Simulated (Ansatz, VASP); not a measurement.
# ZnS in VASP and in Ansatz

File INCAR:

```
  ALGO = Normal
  EDIFF = 1E-6
  ENCUT = 520
  GGA = PE
  ISIF = 2
  ISMEAR = -1
  LASPH = True
  LCHARG = False
  LREAL = False
  LWAVE = False
  NBANDS = 16
  NELM = 60
  PREC = Accurate
  SIGMA = 0.01
```

Contents of KPOINTS:

```
k-points
0
Gamma
  8 8 8
```

POSCAR

```
ZnS
1.0
    0.0000000000      2.7489964065      2.7489964065
    2.7489964065      0.0000000000      2.7489964065
    2.7489964065      2.7489964065      0.0000000000
Zn S
1 1
Direct
    0.0000000000      0.0000000000      0.0000000000
    0.7500000000      0.7500000000      0.7500000000
```

Input for Ansatz:

```yaml
crystal:
  lattice:
    - [0.0, 2.7489964065, 2.7489964065]
    - [2.7489964065, 0.0, 2.7489964065]
    - [2.7489964065, 2.7489964065, 0.0]
  atoms:
    - { symbol: Zn, position: [0.0, 0.0, 0.0] }
    - { symbol: S, position: [0.75, 0.75, 0.75] }
kpoints:
  mp_grid: { grid: [8, 8, 8] }
scf:
  occupations: { method: fermi_dirac, width: 0.01 }
hamiltonian:
  xc: pbe
  pseudopotentials: { kind: all_electron, lapw: { basis_error: 0.00025 } }
output:
  forces: true
  stress: true
  eigenvalues: true
```

Change from the starting cell: volume scaled by 1.05.

Alike in both runs: task single point; functional PBE; k mesh 8 × 8 × 8; occupations fermi-dirac, width 0.01 eV; no spin polarisation.

|  | VASP | Ansatz |
| --- | --- | --- |
| version | VASP 6.6.1 | Ansatz 0.2.0 |
| potentials or method | VASP PAW PBE potentials, release 64 (Zn, S) | all-electron LAPW, scalar-relativistic |
| plane-wave cutoff (eV) | 520 | see its input |

|  | VASP | Ansatz | Ansatz less VASP |
| --- | --- | --- | --- |
| gap on the k mesh at the Fermi level (eV) | 1.89 | 1.89 | 0.000 |
| pressure (GPa) | -1.8 | -1.9 | -0.11 |

Ansatz ran all-electron here, so the differences hold the error of VASP's frozen core and of both bases.
